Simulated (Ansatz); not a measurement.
## AlCu under changes of volume

One of the cells (13.466 Å³/atom); the others are scaled copies at fixed shape and fractional positions:

```
Cu Al
1.0
     2.99751    0.00000    0.00000
     0.00000    2.99751    0.00000
     0.00000    0.00000    2.99751
Cu Al
1 1
Direct
  0.50000 0.50000 0.50000
  0.00000 0.00000 0.00000
```

The cell comes from a database or a generator and needn't be the stable form of this composition.

```yaml
Program: Ansatz 0.2.0
Functional: PBEsol
Potentials_or_basis: Ansatz PAW
Cutoff: "420 eV (not typed: the program's choice for these potentials)"
k_mesh: 9 × 9 × 9
Occupations: fermi-dirac, width 0.05 eV
Spin: no spin polarisation
```

```tsv
volume (Å³/atom)	energy over the lowest point (meV/atom)	pressure (GPa)
12.658	2.24	2.8
12.928	0.00	0.0
13.197	?	?
13.466	8.29	-4.7
13.736	17.85	-6.7
14.005	30.51	-8.4
14.274	45.93	-9.9
```

Q: What does the run at 13.197 Å³/atom give?

A: Energy over the lowest point 2.18 meV/atom; pressure -2.5 GPa.

Worked out: A Birch-Murnaghan fit of order 3 (a polynomial in V^(-2/3)) to the other rows has its minimum at 12.92 Å³/atom with B0 = V·E''(V) = 125 GPa and B' = 4.6. It gives 2.19 meV/atom at 13.197 Å³/atom, against the run's 2.18, and -dE/dV = -2.5 GPa, against -2.5.

Energies are extrapolated to zero smearing.

Caveats: the PAW data sets come from PBE, with cores solved anew for the run's functional, which leaves a small shift of forces and pressure.
